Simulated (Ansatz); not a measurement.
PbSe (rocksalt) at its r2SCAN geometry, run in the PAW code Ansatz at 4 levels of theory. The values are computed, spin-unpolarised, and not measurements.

The LDA input:
```yaml
crystal:
  lattice:
    - [0.0, 3.0887022216, 3.0887022216]
    - [3.0887022216, 0.0, 3.0887022216]
    - [3.0887022216, 3.0887022216, 0.0]
  atoms:
    - { symbol: Pb, position: [0.0, 0.0, 0.0] }
    - { symbol: Se, position: [0.5, 0.5, 0.5] }
kpoints:
  mp_grid: { grid: [8, 8, 8] }
  band_path:
    path:
      - [0.0, 0.0, 0.0]
      - [0.5, 0.0, 0.5]
      - [0.625, 0.25, 0.625]
      - [0.375, 0.375, 0.75]
      - [0.5, 0.5, 0.5]
      - [0.5, 0.25, 0.75]
      - [0.0, 0.0, 0.5]
    npoints: 1
hamiltonian:
  xc: lda
scf:
  occupations: { method: fixed }
  n_extra_bands: 4
output:
  forces: true
  stress: true
  eigenvalues: true
```

Main results, then, where recorded, the levels near the gap in eV from the Fermi energy (columns number the bands from 0), one row a point of the path (Γ, X, U, K, L, W, L):
```
Crystal: 2 atoms, lattice volume = 58.933 Å³
Symmetry: 48 space group operations
Space group: Fm-3m (ITA 225)
```
```
Basis set: ecut = 420 eV, 1139 PW (Γ)
Bands: 19, of which v1, the nominal top of the filled ones, is band 15 counted from 1 (14 counted from 0)
k-points: 29 of 512
Free energy (F): -16986.615039 eV
Fermi energy:    8.201664 eV
--- Stress (GPa, compression-positive) ---
       -3.364561       0.000000       0.000000
        0.000000      -3.364561       0.000000
        0.000000       0.000000      -3.364561
  P = ⅓ Tr σ = -3.3646 GPa (-33.646 kbar)
```
```tsv
band_11	band_12	band_13	band_14	band_15	band_16	band_17
-6.442	-1.697	-1.697	-1.697	4.577	4.577	4.577
-7.411	-4.739	-3.025	-3.025	3.790	5.440	5.440
-7.995	-4.341	-2.530	-2.269	3.335	3.937	5.317
-7.995	-4.341	-2.530	-2.269	3.335	3.937	5.317
-8.698	-1.293	-1.293	0.000	0.267	1.707	1.707
-7.979	-4.001	-4.001	-0.686	1.839	4.893	4.893
-8.698	-1.293	-1.293	0.000	0.267	1.707	1.707
```

LDA gives a direct gap of 0.27 eV at L.

Q: In the first input these blocks are replaced (the band path and keys that only write files left aside):
```yaml
hamiltonian:
  xc: r2scan
```
What comes out?

A:
```
Basis set: ecut = 500 eV, 1459 PW (Γ)
Bands: 19, of which v1, the nominal top of the filled ones, is band 15 counted from 1 (14 counted from 0)
k-points: 29 of 512
Free energy (F): -17400.333193 eV
Fermi energy:    8.419419 eV
--- Stress (GPa, compression-positive) ---
        0.008348       0.000000       0.000000
        0.000000       0.008348       0.000000
        0.000000       0.000000       0.008348
  P = ⅓ Tr σ = 0.0083 GPa (0.083 kbar)
```
```tsv
band_11	band_12	band_13	band_14	band_15	band_16	band_17
-6.367	-1.887	-1.887	-1.887	4.992	4.992	4.992
-7.470	-4.907	-3.203	-3.203	4.147	5.901	5.901
-8.122	-4.506	-2.699	-2.340	3.697	4.276	5.763
-8.122	-4.506	-2.699	-2.340	3.697	4.276	5.763
-8.882	-1.487	-1.487	0.000	0.664	1.991	1.991
-8.102	-4.167	-4.167	-0.811	2.203	5.298	5.298
-8.882	-1.487	-1.487	0.000	0.664	1.991	1.991
```
The r2SCAN gap is direct at L: 0.66 eV. The mean stress is close to zero (0.01 GPa).

r2SCANh. Against the first input these blocks differ (the band path and keys that only write files left aside):
```yaml
kpoints:
  mp_grid: { grid: [6, 6, 6] }
hamiltonian:
  xc: r2scanh
```

```
Basis set: ecut = 500 eV, 1459 PW (Γ)
Bands: 19, of which v1, the nominal top of the filled ones, is band 15 counted from 1 (14 counted from 0)
k-points: 16 of 216
hybrid outer 1: dexx = +4.114e-4 eV, tail = 4.55e-7 eV
hybrid outer 2: dexx = +2.681e-9 eV, tail = 1.36e-8 eV, Δε = 4.63e-4 eV
Free energy (F): -17398.992193 eV
Fermi energy:    8.217862 eV
--- Stress (GPa, compression-positive) ---
       -0.217522       0.000000       0.000000
        0.000000      -0.217522       0.000000
        0.000000       0.000000      -0.217522
  P = ⅓ Tr σ = -0.2175 GPa (-2.175 kbar)
```
```tsv
band_11	band_12	band_13	band_14	band_15	band_16	band_17
-6.565	-2.021	-2.021	-2.021	5.513	5.513	5.513
-7.733	-5.180	-3.395	-3.395	4.539	6.455	6.455
-8.431	-4.765	-2.859	-2.461	4.145	4.753	6.306
-8.431	-4.765	-2.859	-2.461	4.145	4.753	6.306
-9.239	-1.595	-1.595	0.000	1.011	2.377	2.377
-8.406	-4.404	-4.404	-0.874	2.605	5.802	5.802
-9.239	-1.595	-1.595	0.000	1.011	2.377	2.377
```

The r2SCANh gap is direct at L: 1.01 eV. The mean stress, -0.2 GPa, is small, and the program warns that its thresholds are loose for a hybrid's stress.

HSE06. Against the first input these blocks differ (the band path and keys that only write files left aside):
```yaml
kpoints:
  mp_grid: { grid: [6, 6, 6] }
hamiltonian:
  xc: hse06
```

```
Basis set: ecut = 420 eV, 1139 PW (Γ)
Bands: 19, of which v1, the nominal top of the filled ones, is band 15 counted from 1 (14 counted from 0)
k-points: 16 of 216
Exchange kernel: α = 0.2500, screened, ω = 0.2079 Å⁻¹, Wigner–Seitz truncation, v(0) = 1046.8583 eV·Å³, q-mesh 6×6×6
hybrid outer 1: dexx = +7.224e-3 eV, tail = 4.91e-5 eV
hybrid outer 2: dexx = +3.655e-7 eV, tail = 1.39e-8 eV, Δε = 1.98e-3 eV
Free energy (F): -17381.745527 eV
Fermi energy:    8.293561 eV
--- Stress (GPa, compression-positive) ---
       -0.175618       0.000000       0.000000
        0.000000      -0.175618       0.000000
        0.000000       0.000000      -0.175618
  P = ⅓ Tr σ = -0.1756 GPa (-1.756 kbar)
```
```tsv
band_11	band_12	band_13	band_14	band_15	band_16	band_17
-6.669	-2.049	-2.049	-2.049	5.427	5.427	5.427
-7.838	-5.346	-3.481	-3.481	4.287	6.364	6.364
-8.573	-4.909	-2.935	-2.523	3.987	4.643	6.184
-8.573	-4.909	-2.935	-2.523	3.987	4.643	6.184
-9.430	-1.643	-1.643	0.000	0.790	2.230	2.230
-8.543	-4.537	-4.537	-0.886	2.441	5.655	5.655
-9.430	-1.643	-1.643	0.000	0.790	2.230	2.230
```

With HSE06 the gap is 0.79 eV and direct, at L. The mean stress, -0.2 GPa, is small, and the program warns that its thresholds are loose for a hybrid's stress.

Small level splittings and stresses of the hybrids carry the error of their coarser meshes.

Totals of different functionals can't be compared.

Spin-orbit coupling is left out; in compounds of Pb, Bi, Tl or Hg it can lower a gap by up to about 1 eV, split its edges or invert the bands.

The meshes of the hybrids are coarse, so their gaps aren't converged to the digits shown.
